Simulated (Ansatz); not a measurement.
Runs of Ansatz 0.2.0 on ZnSe (Stilleite). Symmetry: F-43m, No. 216, cubic system. Conventional cell: a = 5.668 Å, b = 5.668 Å, c = 5.668 Å, α = 90.00°, β = 90.00°, γ = 90.00°. Around Se (site symmetry -43m) lie 4 Zn at 2.45 Å. Zn (site symmetry -43m) has 4 Se at 2.45 Å as nearest neighbours. 

| task | level | potentials or basis | cell | k mesh | cutoff (eV) | basis error allowed | mesh quality | gap on the mesh (eV) | pressure (GPa) | V0 of scaled cells (Å³/atom) | relaxed volume (Å³/atom) | B0 (GPa) |
| --- | --- | --- | --- | --- | --- | --- | --- | --- | --- | --- | --- | --- |
| relaxation of cell and atoms | revPBE | all-electron LAPW, scalar-relativistic | relaxed | 8 × 8 × 8 | - | 0.001 eV/atom | not flagged | 1.17 | 0.0 | - | (a) | - |
| band structure | RPBE | all-electron LAPW, scalar-relativistic | as given | 8 × 8 × 8 | 311 | 0.001 eV/atom | not flagged | (b) | (d) | - | - | - |
| equation of state | LDA | all-electron LAPW, scalar-relativistic | as given | 8 × 8 × 8 | - | 0.001 eV/atom | not flagged | - | - | 21.58 | - | 72 |
| relaxation of cell and atoms | BLYP | all-electron LAPW, scalar-relativistic | relaxed | 8 × 8 × 8 | - | 0.001 eV/atom | not flagged | 0.86 | 0.0 | - | 24.95 | - |
| relaxation of cell and atoms | RPBE | all-electron LAPW, scalar-relativistic | relaxed | 8 × 8 × 8 | - | 0.001 eV/atom | not flagged | 1.17 | 0.0 | - | 24.49 | - |
| equation of state | PBE | all-electron LAPW, scalar-relativistic | as given | 8 × 8 × 8 | - | 0.0005 eV/atom | not flagged | - | - | 23.56 | - | (c) |
| equation of state | PBEsol | all-electron LAPW, scalar-relativistic | as given | 8 × 8 × 8 | - | 0.001 eV/atom | not flagged | - | - | 22.35 | - | 65 |
| single point | PBE | all-electron PAW datasets made for the crystal | as given | 4 × 4 × 4 | 220 | - | coarse | 1.28 | 2.5 | - | - | - |

Alike in all rows: no spin polarisation; smearing fermi-dirac 0.05 eV.

Question: Fill in the values left out.

Answer: (a) 24.23; (b) 1.46; (c) 57; (d) 4.4.

Caveats: some runs use coarse meshes.

A k mesh can miss the band edges, and the runs leave out spin-orbit coupling on Se.

Not every run made on this cell is shown here.
